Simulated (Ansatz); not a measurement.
# ZrH2 under changes of volume

One of the cells (9.323 Å³/atom); the others are scaled copies at fixed shape and fractional positions:

```
Zr H
1.0
     0.00000    2.40923    2.40923
     2.40923    0.00000    2.40923
     2.40923    2.40923    0.00000
Zr H
1 2
Direct
  0.00000 0.00000 0.00000
  0.25000 0.25000 0.25000
  0.75000 0.75000 0.75000
```

The cell is a database's computed one.

* Program: Ansatz 0.2.0
* Functional: PBEsol
* Potentials or basis: all-electron LAPW, scalar-relativistic
* Cutoff: 246 eV (chosen from the basis error)
* Basis error allowed: 0.001 eV/atom
* k mesh: 10 × 10 × 10
* Occupations: fermi-dirac, width 0.05 eV
* Spin: no spin polarisation

```tsv
volume (Å³/atom)	energy over the lowest point (meV/atom)	pressure (GPa)
8.763	?	?
8.950	0.00	0.9
9.136	0.69	-2.0
9.323	4.57	-4.6
9.509	11.36	-7.0
9.696	20.74	-9.1
9.882	32.49	-11.0
```

Question: What does the run at 8.763 Å³/atom give?

Answer: Energy over the lowest point 2.86 meV/atom; pressure 4.1 GPa.

Worked out: A Birch-Murnaghan fit of order 3 (a polynomial in V^(-2/3)) to the other rows has its minimum at 9.00 Å³/atom with B0 = V·E''(V) = 142 GPa and B' = 3.8. It gives 2.85 meV/atom at 8.763 Å³/atom, against the run's 2.86, and -dE/dV = 4.1 GPa, against 4.1.

Energies are extrapolated to zero smearing.

The runs don't all hold the same shells in valence.
